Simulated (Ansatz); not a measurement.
**Bands of SiNi**

```
Si Ni
1.0
     3.02662    0.00000    0.00000
     0.00000    3.27350    0.00000
     0.00000    0.00000    4.69776
Si Ni
2 2
Direct
  0.50000 0.50000 0.84230
  0.00000 0.00000 0.15770
  0.50000 0.50000 0.34422
  0.00000 0.00000 0.65578
```

Atom numbers follow the list: Si1, Si2, Ni3, Ni4.

The cell is COD entry 2300377, as deposited and not checked against the literature; nothing was relaxed.

All numbers below come from Ansatz 0.2.0, DFT, PBE, all-electron LAPW, scalar-relativistic.

Numerical set-up: a Γ-centred 13×12×9 k mesh, Fermi–Dirac smearing of 0.03 eV, basis error target 1 meV/atom, spin-polarised from start moments Ni3 1.5, Ni4 1.5 μB (the moments died away, and the run ended non-magnetic).

Points in fractions of the reciprocal vectors of this cell: Γ (0, 0, 0), X (0.5, 0, 0), S (0.5, 0.5, 0), Y (0, 0.5, 0), Z (0, 0, 0.5), U (0.5, 0, 0.5), R (0.5, 0.5, 0.5), T (0, 0.5, 0.5). The path joins them by straight lines in the order Γ–X–S–Y–Γ–Z–U–R–T; legs that retrace an earlier one aren't tabulated. Energies are in eV from the Fermi level.

**Question.** Metal or insulator at this level of theory?

**Answer.** No gap opens: metallic or semimetallic.

**Question.** Tabulate bands 28 to 33, counted from the lowest band of the run, along the path.

**Answer.** 
```json
{"k (1/Å)": "0.00", "point": "Γ", "band 28": "-1.95", "band 29": "-1.93", "band 30": "-1.10", "band 31": "0.73", "band 32": "2.94", "band 33": "5.08"}
{"k (1/Å)": "0.15", "point": "", "band 28": "-2.17", "band 29": "-1.95", "band 30": "-0.82", "band 31": "0.21", "band 32": "3.03", "band 33": "5.38"}
{"k (1/Å)": "0.30", "point": "", "band 28": "-2.16", "band 29": "-1.99", "band 30": "-0.62", "band 31": "-0.28", "band 32": "3.21", "band 33": "5.14"}
{"k (1/Å)": "0.44", "point": "", "band 28": "-2.23", "band 29": "-1.91", "band 30": "-1.11", "band 31": "0.35", "band 32": "3.45", "band 33": "4.00"}
{"k (1/Å)": "0.59", "point": "", "band 28": "-2.20", "band 29": "-1.79", "band 30": "-1.33", "band 31": "1.04", "band 32": "3.00", "band 33": "3.29"}
{"k (1/Å)": "0.74", "point": "", "band 28": "-2.23", "band 29": "-1.70", "band 30": "-1.46", "band 31": "1.79", "band 32": "2.24", "band 33": "2.49"}
{"k (1/Å)": "0.89", "point": "", "band 28": "-2.32", "band 29": "-1.66", "band 30": "-1.57", "band 31": "1.78", "band 32": "1.89", "band 33": "2.61"}
{"k (1/Å)": "1.04", "point": "X", "band 28": "-2.46", "band 29": "-1.63", "band 30": "-1.63", "band 31": "1.65", "band 32": "1.65", "band 33": "3.50"}
{"k (1/Å)": "1.18", "point": "", "band 28": "-2.37", "band 29": "-1.63", "band 30": "-1.63", "band 31": "1.62", "band 32": "1.62", "band 33": "2.92"}
{"k (1/Å)": "1.31", "point": "", "band 28": "-2.12", "band 29": "-1.63", "band 30": "-1.63", "band 31": "1.38", "band 32": "1.38", "band 33": "2.18"}
{"k (1/Å)": "1.45", "point": "", "band 28": "-1.84", "band 29": "-1.63", "band 30": "-1.63", "band 31": "0.77", "band 32": "0.77", "band 33": "2.05"}
{"k (1/Å)": "1.59", "point": "", "band 28": "-1.68", "band 29": "-1.66", "band 30": "-1.66", "band 31": "0.44", "band 32": "0.44", "band 33": "2.13"}
{"k (1/Å)": "1.72", "point": "", "band 28": "-1.78", "band 29": "-1.64", "band 30": "-1.64", "band 31": "0.61", "band 32": "0.61", "band 33": "2.27"}
{"k (1/Å)": "1.86", "point": "", "band 28": "-1.92", "band 29": "-1.63", "band 30": "-1.63", "band 31": "1.08", "band 32": "1.08", "band 33": "2.26"}
{"k (1/Å)": "2.00", "point": "S", "band 28": "-1.98", "band 29": "-1.62", "band 30": "-1.62", "band 31": "1.48", "band 32": "1.48", "band 33": "2.00"}
{"k (1/Å)": "2.15", "point": "", "band 28": "-1.98", "band 29": "-1.59", "band 30": "-1.59", "band 31": "1.10", "band 32": "1.10", "band 33": "2.11"}
{"k (1/Å)": "2.29", "point": "", "band 28": "-2.00", "band 29": "-1.50", "band 30": "-1.50", "band 31": "0.67", "band 32": "0.67", "band 33": "1.92"}
{"k (1/Å)": "2.44", "point": "", "band 28": "-2.03", "band 29": "-1.47", "band 30": "-1.47", "band 31": "0.64", "band 32": "0.64", "band 33": "1.70"}
{"k (1/Å)": "2.59", "point": "", "band 28": "-2.07", "band 29": "-1.63", "band 30": "-1.63", "band 31": "1.10", "band 32": "1.10", "band 33": "1.67"}
{"k (1/Å)": "2.74", "point": "", "band 28": "-2.11", "band 29": "-1.86", "band 30": "-1.86", "band 31": "1.27", "band 32": "1.27", "band 33": "2.49"}
{"k (1/Å)": "2.89", "point": "", "band 28": "-2.17", "band 29": "-2.02", "band 30": "-2.02", "band 31": "1.25", "band 32": "1.25", "band 33": "3.76"}
{"k (1/Å)": "3.04", "point": "Y", "band 28": "-2.21", "band 29": "-2.05", "band 30": "-2.05", "band 31": "1.23", "band 32": "1.23", "band 33": "4.56"}
{"k (1/Å)": "3.17", "point": "", "band 28": "-2.14", "band 29": "-2.03", "band 30": "-2.00", "band 31": "1.35", "band 32": "1.38", "band 33": "3.77"}
{"k (1/Å)": "3.31", "point": "", "band 28": "-2.10", "band 29": "-2.00", "band 30": "-1.88", "band 31": "1.72", "band 32": "1.84", "band 33": "3.02"}
{"k (1/Å)": "3.45", "point": "", "band 28": "-2.09", "band 29": "-2.00", "band 30": "-1.78", "band 31": "2.32", "band 32": "2.33", "band 33": "2.57"}
{"k (1/Å)": "3.58", "point": "", "band 28": "-2.13", "band 29": "-2.02", "band 30": "-1.70", "band 31": "1.72", "band 32": "3.11", "band 33": "3.48"}
{"k (1/Å)": "3.72", "point": "", "band 28": "-2.18", "band 29": "-2.00", "band 30": "-1.57", "band 31": "1.22", "band 32": "4.03", "band 33": "4.08"}
{"k (1/Å)": "3.86", "point": "", "band 28": "-2.02", "band 29": "-1.95", "band 30": "-1.30", "band 31": "0.87", "band 32": "3.43", "band 33": "4.91"}
{"k (1/Å)": "4.00", "point": "Γ", "band 28": "-1.95", "band 29": "-1.93", "band 30": "-1.10", "band 31": "0.73", "band 32": "2.94", "band 33": "5.08"}
{"k (1/Å)": "4.09", "point": "", "band 28": "-1.95", "band 29": "-1.84", "band 30": "-1.01", "band 31": "0.80", "band 32": "2.92", "band 33": "5.07"}
{"k (1/Å)": "4.19", "point": "", "band 28": "-1.95", "band 29": "-1.51", "band 30": "-0.77", "band 31": "0.97", "band 32": "2.86", "band 33": "4.66"}
{"k (1/Å)": "4.28", "point": "", "band 28": "-1.96", "band 29": "-0.93", "band 30": "-0.43", "band 31": "1.24", "band 32": "2.78", "band 33": "4.07"}
{"k (1/Å)": "4.38", "point": "", "band 28": "-1.97", "band 29": "-0.16", "band 30": "-0.02", "band 31": "1.59", "band 32": "2.68", "band 33": "3.45"}
{"k (1/Å)": "4.47", "point": "", "band 28": "-1.98", "band 29": "0.45", "band 30": "0.73", "band 31": "1.97", "band 32": "2.60", "band 33": "2.83"}
{"k (1/Å)": "4.57", "point": "", "band 28": "-1.99", "band 29": "0.93", "band 30": "1.64", "band 31": "2.24", "band 32": "2.34", "band 33": "2.55"}
{"k (1/Å)": "4.66", "point": "Z", "band 28": "-1.99", "band 29": "1.27", "band 30": "1.88", "band 31": "2.17", "band 32": "2.52", "band 33": "2.56"}
{"k (1/Å)": "4.81", "point": "", "band 28": "-2.05", "band 29": "1.30", "band 30": "1.45", "band 31": "2.06", "band 32": "2.34", "band 33": "2.91"}
{"k (1/Å)": "4.96", "point": "", "band 28": "-2.14", "band 29": "0.29", "band 30": "1.40", "band 31": "1.87", "band 32": "2.55", "band 33": "2.63"}
{"k (1/Å)": "5.11", "point": "", "band 28": "-2.20", "band 29": "-0.61", "band 30": "0.64", "band 31": "1.59", "band 32": "3.02", "band 33": "3.27"}
{"k (1/Å)": "5.26", "point": "", "band 28": "-2.10", "band 29": "-1.19", "band 30": "-0.37", "band 31": "1.90", "band 32": "3.47", "band 33": "4.16"}
{"k (1/Å)": "5.41", "point": "", "band 28": "-2.06", "band 29": "-1.49", "band 30": "-1.01", "band 31": "2.35", "band 32": "4.02", "band 33": "4.75"}
{"k (1/Å)": "5.55", "point": "", "band 28": "-2.13", "band 29": "-1.53", "band 30": "-1.32", "band 31": "2.97", "band 32": "4.69", "band 33": "4.69"}
{"k (1/Å)": "5.70", "point": "U", "band 28": "-2.12", "band 29": "-1.46", "band 30": "-1.46", "band 31": "3.75", "band 32": "3.75", "band 33": "5.29"}
{"k (1/Å)": "5.84", "point": "", "band 28": "-2.01", "band 29": "-1.46", "band 30": "-1.46", "band 31": "2.97", "band 32": "2.97", "band 33": "5.26"}
{"k (1/Å)": "5.98", "point": "", "band 28": "-1.86", "band 29": "-1.45", "band 30": "-1.45", "band 31": "1.82", "band 32": "1.82", "band 33": "4.62"}
{"k (1/Å)": "6.11", "point": "", "band 28": "-1.76", "band 29": "-1.45", "band 30": "-1.45", "band 31": "0.86", "band 32": "0.86", "band 33": "3.62"}
{"k (1/Å)": "6.25", "point": "", "band 28": "-1.72", "band 29": "-1.47", "band 30": "-1.47", "band 31": "0.18", "band 32": "0.18", "band 33": "2.59"}
{"k (1/Å)": "6.39", "point": "", "band 28": "-1.77", "band 29": "-1.51", "band 30": "-1.51", "band 31": "-0.18", "band 32": "-0.18", "band 33": "1.72"}
{"k (1/Å)": "6.52", "point": "", "band 28": "-1.90", "band 29": "-1.55", "band 30": "-1.55", "band 31": "-0.32", "band 32": "-0.32", "band 33": "1.15"}
{"k (1/Å)": "6.66", "point": "R", "band 28": "-2.00", "band 29": "-1.57", "band 30": "-1.57", "band 31": "-0.36", "band 32": "-0.36", "band 33": "0.94"}
{"k (1/Å)": "6.81", "point": "", "band 28": "-1.98", "band 29": "-1.52", "band 30": "-1.52", "band 31": "-0.29", "band 32": "-0.29", "band 33": "1.21"}
{"k (1/Å)": "6.96", "point": "", "band 28": "-1.95", "band 29": "-1.48", "band 30": "-1.48", "band 31": "-0.04", "band 32": "-0.04", "band 33": "1.96"}
{"k (1/Å)": "7.11", "point": "", "band 28": "-1.91", "band 29": "-1.53", "band 30": "-1.53", "band 31": "0.50", "band 32": "0.50", "band 33": "3.03"}
{"k (1/Å)": "7.25", "point": "", "band 28": "-1.89", "band 29": "-1.63", "band 30": "-1.63", "band 31": "1.40", "band 32": "1.40", "band 33": "4.19"}
{"k (1/Å)": "7.40", "point": "", "band 28": "-1.90", "band 29": "-1.76", "band 30": "-1.76", "band 31": "2.62", "band 32": "2.62", "band 33": "5.01"}
{"k (1/Å)": "7.55", "point": "", "band 28": "-1.93", "band 29": "-1.88", "band 30": "-1.88", "band 31": "4.02", "band 32": "4.02", "band 33": "5.24"}
{"k (1/Å)": "7.70", "point": "T", "band 28": "-1.97", "band 29": "-1.91", "band 30": "-1.91", "band 31": "4.97", "band 32": "4.97", "band 33": "5.26"}
```
